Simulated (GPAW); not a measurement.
Crystal: Rh.

```xyz
1
Lattice="0.0000 1.8979 1.8979 1.8979 0.0000 1.8979 1.8979 1.8979 0.0000" Properties=species:S:1:pos:R:3 pbc="T T T"
Rh    0.0000    0.0000    0.0000
```

```yaml
Program: GPAW 26.7.0
Task: relaxation of cell and atoms
Functional: LDA
Potentials_or_basis: the program's PAW data sets (release 1.2.1) made for this functional
Cutoff: 600 eV
Basis: pw
k_mesh: 12 × 12 × 12
Occupations: fermi-dirac, width 0.05 eV
Spin: no spin polarisation
```

At the start: pressure -8.4 GPa; volume 13.67 Å³/atom.

**Question.** Where does the relaxation end?

**Answer.** Over 3 steps the energy falls by 10.7 meV/atom and the volume is 13.28 Å³/atom (-2.9 %); space group Fm-3m (No. 225, to 0.05 Å).

Step by step:
```
step  energy change (eV)  largest force (eV/Å)  pressure (GPa)  volume (Å³)
   1              0.0000                0.0000           -8.44        13.67
   2             -0.0107                0.0000            0.58        13.26
   3             -0.0107                0.0000           -0.03        13.28
```

Final structure:
```cif
data_structure
_symmetry_space_group_name_H-M 'P 1'
_symmetry_Int_Tables_number 1
_cell_length_a 2.6582
_cell_length_b 2.6582
_cell_length_c 2.6582
_cell_angle_alpha 60.000
_cell_angle_beta 60.000
_cell_angle_gamma 60.000
_cell_volume 13.28
loop_
_atom_site_label
_atom_site_type_symbol
_atom_site_fract_x
_atom_site_fract_y
_atom_site_fract_z
_atom_site_occupancy
Rh1 Rh 0.00000 0.00000 0.00000 1
```

Caveat: later steps reuse the first step's grids.
